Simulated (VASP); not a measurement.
# AlP (F-43m) in VASP: single point with PBE+D3(BJ)

Aim: the single point of AlP with PBE+D3(BJ).

All numbers are computed with VASP 6.6.1; they aren't measurements. Logs are shortened: lines on timing, memory, paths and dates and some standing lists are left out, and cuts for length are marked.

**The experiment to reproduce.**

A printed reference work, data compilation reports, for a bulk crystal of AlP at 4.2 K: band gap 2.505 eV (indirect).

The results are compared with them further down.

### 1 The cell of the first run

It takes space group F-43m (No. 216, cubic). Conventional cell: a = 5.451 Å, b = 5.451 Å, c = 5.451 Å, α = 90.00°, β = 90.00°, γ = 90.00°. Within 3.1 Å of Al (site symmetry -43m) lie 4 P at 2.36 Å. Within 3.1 Å of P (site symmetry -43m) lie 4 Al at 2.36 Å.

### 2 Single point, PBE+D3(BJ)

The input, INCAR:

```
ALGO = Normal ; EDIFF = 1E-6
ENCUT = 500 ; GGA = PE
GGA_COMPAT = F ; ISIF = 2
ISMEAR = 0 ; IVDW = 12
LASPH = T ; LCHARG = F
LREAL = F ; LWAVE = F
NBANDS = 11 ; NELM = 120
PREC = Accurate ; SIGMA = 0.01
```

The input, KPOINTS:

```
k-points
0
Gamma
  5 5 5
```

The input, POSCAR:

```
AlP
1.0
    0.0000000000      2.7255000000      2.7255000000
    2.7255000000      0.0000000000      2.7255000000
    2.7255000000      2.7255000000      0.0000000000
Al P
1 1
Direct
    0.0000000000      0.0000000000      0.0000000000
    0.2500000000      0.2500000000      0.2500000000
```

Potentials or basis: VASP PAW PBE potentials, release 64 (Al, P).

On the command line:

```bash
cat potpaw_PBE.64/Al/POTCAR potpaw_PBE.64/P/POTCAR > POTCAR
mpirun -np 1 vasp_std > vasp.out
```

OUTCAR:

```text
EDIFF = 1E-6
   ENCUT = 500
   GGA = PE
   ISIF = 2
   ISMEAR = 0
   IVDW = 12
   LASPH = T
   LREAL = F
   NELM = 120
   PREC = Accurate
 IVDW          = 12

 ion  position               nearest neighbor table
   1  0.000  0.000  0.000-   2 2.36   2 2.36   2 2.36   2 2.36
   2  0.250  0.250  0.250-   1 2.36   1 2.36   1 2.36   1 2.36

  LATTYP: Found a face centered cubic cell.
 ALAT       =     5.4510000000

  Lattice vectors:

 A1 = (   0.0000000000,   2.7255000000,   2.7255000000)
 A2 = (   2.7255000000,   0.0000000000,   2.7255000000)
 A3 = (   2.7255000000,   2.7255000000,   0.0000000000)

Analysis of symmetry for initial positions (statically):
=====================================================================
 Subroutine PRICEL returns:
 Original cell was already a primitive cell.

 Routine SETGRP: Setting up the symmetry group for a
 face centered cubic supercell.

 Subroutine GETGRP returns: Found 24 space group operations
 (whereof 24 operations were pure point group operations)
 out of a pool of 48 trial point group operations.

The static configuration has the point symmetry T_d .

Analysis of symmetry for dynamics (positions and initial velocities):
=====================================================================
 Subroutine PRICEL returns:
 Original cell was already a primitive cell.

 Routine SETGRP: Setting up the symmetry group for a
 face centered cubic supercell.

 Subroutine GETGRP returns: Found 24 space group operations
 (whereof 24 operations were pure point group operations)
 out of a pool of 48 trial point group operations.

The dynamic configuration has the point symmetry T_d .

 Subroutine INISYM returns: Found 24 space group operations
 (whereof 24 operations are pure point group operations),
 and found     1 'primitive' translations

----------------------------------------------------------------------------------------

                                     Primitive cell

  volume of cell :      40.4919

  direct lattice vectors                    reciprocal lattice vectors
     0.000000000  2.725500000  2.725500000    -0.183452578  0.183452578  0.183452578
     2.725500000  0.000000000  2.725500000     0.183452578 -0.183452578  0.183452578
     2.725500000  2.725500000  0.000000000     0.183452578  0.183452578 -0.183452578

  length of vectors
     3.854439064  3.854439064  3.854439064     0.317749185  0.317749185  0.317749185

  position of ions in fractional coordinates (direct lattice)
     0.000000000  0.000000000  0.000000000
[... 70 lines left out ...]
   ISYM   =      2    0-nonsym 1-usesym 2-fastsym
   POTIM  = 0.5000    time-step for ionic-motion
   TEBEG  =    0.0;   TEEND  =   0.0 temperature during run
   PSTRESS=    0.0 pullay stress
   NELECT =       8.0000    total number of electrons
   NUPDOWN=      -1.0000    fix difference up-down
   EMIN   =  10.00;   EMAX   =-10.00  energy-range for DOS
   EFERMI =   0.00;   METHOD = LEGACY
   ISMEAR =     0;   SIGMA  =   0.01  broadening in eV -4-tet -1-fermi 0-gaus
   EFERMI_NEDOS =   21; number of points for ismear=-14 and -15
   IALGO  =     38    algorithm
   IMIX   =      4    mixing-type and parameters
     AMIX     =   0.40;   BMIX     =  1.00
     AMIX_MAG =   1.60;   BMIX_MAG =  1.00
  volume/ion in A,a.u.               =      20.25       136.63
  Fermi-wavevector in a.u.,A,eV,Ry     =   0.953488  1.801831 12.369596  0.909140
  Thomas-Fermi vector in A             =   2.082148
   LORBIT       =      0    0 simple, 1 ext, 2 COOP (PROOUT), +10 PAW based schemes
   GGA     = PE    functional components
   LHFCALC =     F    Hartree Fock is set to
   AEXX    =    0.0000 exact exchange contribution
   IVDW    =    12    specifies the selected vdW correction
   LEPSILON=     F    determine dielectric tensor
   LRPA    =     F    only Hartree local field effects (RPA)
 non-spin polarized calculation
 Gauss-broadening in eV      SIGMA  =   0.01
  energy-cutoff  :      500.00
  volume of cell :       40.49
 maximum number of plane-waves:      1032
   NGX = 13   NGY = 13   NGZ = 13

 number of electron       8.0000000 magnetization

 Free energy of the ion-electron system (eV)
  ---------------------------------------------------
  ext. energy  EPLUGINS =         0.00000000
  ---------------------------------------------------
  free energy    TOTEN  =       -10.33987409 eV

  energy without entropy =      -10.33987409  energy(sigma->0) =      -10.33987409

 E-fermi :   4.6844     XC(G=0):  -9.2223

 val. band max:        4.6393769744   @ k =   0.0000   0.0000   0.0000
 cond. band min:       6.4489506479   @ k =   0.4000   0.4000   0.0000
 fundamental gap:      1.8095736735
 Fermi energy:         4.6843984539

 k-point     1 :       0.0000    0.0000    0.0000
  band No.  band energies     occupation
      1      -6.8963      2.00000
      2       4.6394      2.00000
      3       4.6394      2.00000
      4       4.6394      2.00000
      5       7.9856      0.00000
      6       9.1990      0.00000
      7       9.1990      0.00000
      8       9.1990      0.00000
      9      13.4721      0.00000
     10      13.4721      0.00000
     11      14.9580      0.00000
[... 113 lines left out ...]
 k-point    10 :      -0.4000    0.4000    0.2000
  band No.  band energies     occupation
      1      -4.7287      2.00000
      2      -0.1940      2.00000
      3       1.5196      2.00000
      4       2.4457      2.00000
      5       8.6365      0.00000
      6       9.7785      0.00000
      7      10.3443      0.00000
      8      13.3155      0.00000
      9      14.2635      0.00000
     10      15.8994      0.00000
     11      18.8170      0.00000

------------------------ aborting loop because EDIFF is reached ----------------------------------------

 Edisp (eV)   -0.61947

 E8    (eV) :    -0.2564

  FORCE on cell =-STRESS in cart. coord.  units (eV):
  Direction    XX          YY          ZZ          XY          YZ          ZX
  --------------------------------------------------------------------------------------
  -------------------------------------------------------------------------------------
  Total       0.02263     0.02263     0.02263     0.00000     0.00000    -0.00000
  in kB       0.89532     0.89532     0.89532     0.00000     0.00000    -0.00000
  external pressure =        0.90 kB  Pullay stress =        0.00 kB

 VOLUME and BASIS-vectors are now :
 -----------------------------------------------------------------------------
  energy-cutoff  :      500.00
  volume of cell :       40.49
      direct lattice vectors                 reciprocal lattice vectors
     0.000000000  2.725500000  2.725500000    -0.183452578  0.183452578  0.183452578
     2.725500000  0.000000000  2.725500000     0.183452578 -0.183452578  0.183452578
     2.725500000  2.725500000  0.000000000     0.183452578  0.183452578 -0.183452578

 POSITION                                       TOTAL-FORCE (eV/Angst)
 -----------------------------------------------------------------------------------
      0.00000      0.00000      0.00000        -0.000000     -0.000000     -0.000000
      1.36275      1.36275      1.36275         0.000000      0.000000      0.000000
 -----------------------------------------------------------------------------------
    total drift:                               -0.000000     -0.000000     -0.000000

  FREE ENERGIE OF THE ION-ELECTRON SYSTEM (eV)
  ---------------------------------------------------
  free  energy   TOTEN  =       -10.9593402392 eV

  energy  without entropy=      -10.9593402392  energy(sigma->0) =      -10.95934024
```

stdout:

```text
POSCAR found type information on POSCAR AlP
 POSCAR found :  2 types and       2 ions
 scaLAPACK will be used
 LDA part: xc-table for (Slater+PW92), standard interpolation
 POSCAR, INCAR and KPOINTS ok, starting setup
 FFT: planning ... GRIDC
 FFT: planning ... GRID_SOFT
 FFT: planning ... GRID
 WAVECAR not read
 entering main loop
```

Wall time 12 s (1 thread of Intel Xeon 8259CL, shared host); peak memory 0.15 GiB.

What came out:

* Free energy: -10.9593 eV
* Pressure: 0.1 GPa
* Band gap on the k mesh: 1.81 eV, indirect (least direct gap 3.35 eV)
* Dispersion energy per atom: -0.310 eV

Levels at points of the mesh, in eV from the valence-band top:
| k point | band 1 | band 2 | band 3 | band 4 | band 5 | band 6 | band 7 | band 8 |
| --- | --- | --- | --- | --- | --- | --- | --- | --- |
| (0.00, 0.00, 0.00) | -11.54 | 0.00 | 0.00 | 0.00 | 3.35 | 4.56 | 4.56 | 4.56 |

Caveat: three body term missing.

### 3 Against experiment

Step 2. Against the measured gap of AlP, 2.505 eV (indirect; 4.2 K; a printed reference work, data compilation), the calculated 1.81 eV is off by -0.70 eV. The value is that of PBE+D3(BJ) on a finite k mesh, which can miss the band edges, without temperature or zero-point motion. Semilocal functionals fall short of measured gaps as a rule.
